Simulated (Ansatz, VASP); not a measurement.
# Al: VASP beside Ansatz

```xyz
2
Lattice="3.2343 0.0000 0.0000 -1.6172 2.8010 0.0000 0.0000 0.0000 4.8669" Properties=species:S:1:pos:R:3 pbc="T T T"
Al    1.6172    0.9337    3.6501
Al    0.0000    1.8673    1.2167
```

Change from the starting cell: strain +0.1500 x Voigt [1, 1, 0, 0, 0, 0], atoms carried along.

Alike in both runs: task single point; functional PBEsol; k mesh 21 × 21 × 10; occupations gaussian, width 0.15 eV; no spin polarisation.

```csv
,VASP,Ansatz
version,VASP 6.6.1,Ansatz 0.2.0
potentials or method,"VASP PAW PBE potentials, release 64 (Al)","scalar-relativistic, plane waves, PAW"
plane-wave cutoff (eV),520,420
valence electrons in the cell,6,6
```

|  | VASP | Ansatz | Ansatz less VASP |
| --- | --- | --- | --- |
| gap on the k mesh at the Fermi level (eV) | none | none | - |
| pressure (GPa) | -11.5 | -11.5 | -0.01 |
| largest component of the traceless stress (GPa) | 0.68 | 0.67 | -0.007 |

A gap of «none» marks a metal or a gap that the smearing closes. With one functional, cell and mesh, what is left measures potentials, basis and numerics.

Caveats: the PAW data sets were made with another functional, which shifts forces and pressure a little (VASP).
